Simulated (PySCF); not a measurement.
# Orbital energies and ionisation energy

Species: cyclobutene, C4H6.
Numbering: `[CH:1]1=[CH:2][CH2:3][CH2:4]1` (hydrogens: H5 on C1; H6 on C2; H7, H8 on C3; H9, H10 on C4)

Geometry (PBE0-D3(BJ)/def2-TZVP, Å), atoms numbered from 1 in this order:
```
atom  x, y, z in Å
C1     0.9673    0.4463   -0.4126
C2    -0.0254    1.1229    0.1674
C3    -0.8687   -0.1028    0.4132
C4     0.2907   -0.8933   -0.2654
H5     1.9189    0.7378   -0.8422
H6    -0.1833    2.1722    0.3890
H7    -1.0446   -0.3569    1.4619
H8    -1.8221   -0.1402   -0.1204
H9     0.0202   -1.3947   -1.1987
H10    0.7953   -1.6141    0.3838
```

Level: wB97X-D/aug-cc-pVTZ (PySCF). Frontier orbitals with their largest atomic shares (Löwdin; up to four atoms above 4 %):

```csv
orbital,ε (eV),main atoms
HOMO−3,-12.02,"C4 28 %, C3 28 %, H9 9 %, H7 9 %"
HOMO−2,-11.16,"C3 27 %, C4 27 %, C2 11 %, C1 11 %"
HOMO−1,-10.86,"C1 20 %, C2 20 %, C4 19 %, C3 19 %"
HOMO,-9.00,?
LUMO,0.93,"H5 22 %, H6 22 %, H9 12 %, H10 12 %"
LUMO+1,1.10,"H6 26 %, H5 26 %, H7 8 %, H8 8 %"
LUMO+2,1.16,"H5 20 %, H6 20 %, H10 10 %, H8 10 %"
```

Task: What vertical ionisation energy does ΔSCF give, and how far is −ε(HOMO) from it?

Result: ΔSCF: 9.40 eV (907 kJ/mol; threshold wavelength 132 nm); ⟨S²⟩ of the doublet left behind is 0.753, against 0.75 for a pure doublet. −ε(HOMO) is 9.00 eV, 0.40 eV below it. For the exact functional −ε(HOMO) would equal the first vertical ionisation energy; wB97X-D (range-separated hybrid) falls short of its own ΔSCF value by 4 %. Holes in the HOMO−1 and HOMO−2 were tried too where these lie within 1.2 eV of the HOMO; the lowest converged state counts.

Task: On which atoms does the HOMO lie?

Result: C2 (alkene CH carbon) 32 %, C1 (alkene CH carbon) 32 %, C4 (allylic carbon) 10 %, C3 (allylic carbon) 10 %, so no atom holds as much as 40 %. The HOMO−1 lies 1.86 eV lower.

Task: What total energies stand behind the ΔSCF value?

Result: E(N) = -155.97320 Eh and E(N − 1) = -155.62766 Eh at the same geometry, 0.34554 Eh apart.

Task: What kinetic energy would electrons from this vertical process carry with He I light (21.218 eV)?

Result: 21.22 − 9.40 = 11.82 eV.

Task: How many of the 10 lowest singlet excitations (vertical TDDFT, same level) lie below the ionisation energy?

Result: All 10; they run from 6.50 to 8.09 eV.

Isolated species at its PBE0-D3(BJ)/def2-TZVP geometry, gas phase.

These values come from a run that also computed excited states and ΔSCF ions. The run took 54 s wall on Intel Xeon Platinum 8488C, one thread, shared host with 96 logical CPUs at a one-minute load of 24, and the process peaked at 1.3 GiB of memory.

Note: wB97X-D ran without an empirical dispersion term, which enters the total energy and its gradient alone.
